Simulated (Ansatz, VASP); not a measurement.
**Hf in VASP and in Ansatz**

The input INCAR:

```
SYSTEM = Hf
PREC = Accurate ; ENCUT = 520
EDIFF = 1E-6 ; ISMEAR = -1
SIGMA = 0.08 ; LREAL = .FALSE.
LASPH = .TRUE. ; NELM = 100
ALGO = Fast ; ISIF = 2
LWAVE = .FALSE. ; LCHARG = .FALSE.
GGA = PE ; NBANDS = 11
```

The input KPOINTS:

```
regular mesh
0
G
  16 16 16
  0 0 0
```

POSCAR

```
Hf
1.0
   -1.7914625000      1.7914625000      1.8050000000
    1.7914625000     -1.7914625000      1.8050000000
    1.8185375000      1.8185375000     -1.8050000000
Hf
1
Direct
    0.0000000000      0.0000000000      0.0000000000
```

Input for Ansatz:

```yaml
crystal:
  lattice:
    - [-1.7914625, 1.7914625, 1.805]
    - [1.7914625, -1.7914625, 1.805]
    - [1.8185375, 1.8185375, -1.805]
  atoms:
    - { symbol: Hf, position: [0.0, 0.0, 0.0] }
kpoints:
  mp_grid: { grid: [16, 16, 16] }
scf:
  occupations: { method: fermi_dirac, width: 0.08 }
hamiltonian:
  xc: pbe
  pseudopotentials: { kind: all_electron, lapw: { basis_error: 0.001 } }
output:
  forces: true
  stress: true
  eigenvalues: true
```

Change from the starting cell: xy shear strain of +1.5 %.

Alike in both runs: task single point; functional PBE; k mesh 16 × 16 × 16; occupations fermi-dirac, width 0.08 eV; no spin polarisation.

```csv
,VASP,Ansatz
version,VASP 6.6.1,Ansatz 0.2.0
potentials or method,"VASP PAW PBE potentials, release 64 (Hf_pv)","all-electron LAPW, scalar-relativistic"
plane-wave cutoff (eV),520,see its input
```

Ansatz gave:

- pressure (GPa): -4.8
- largest component of the traceless stress (GPa): 0.72

Q: What did VASP give for the same quantities?

A: Pressure (GPa): -5.1; largest component of the traceless stress (GPa): 0.71.

Ansatz ran all-electron here, so the differences hold the error of VASP's frozen core and of both bases.

Spin-orbit coupling is left out, which matters for the levels of Hf.
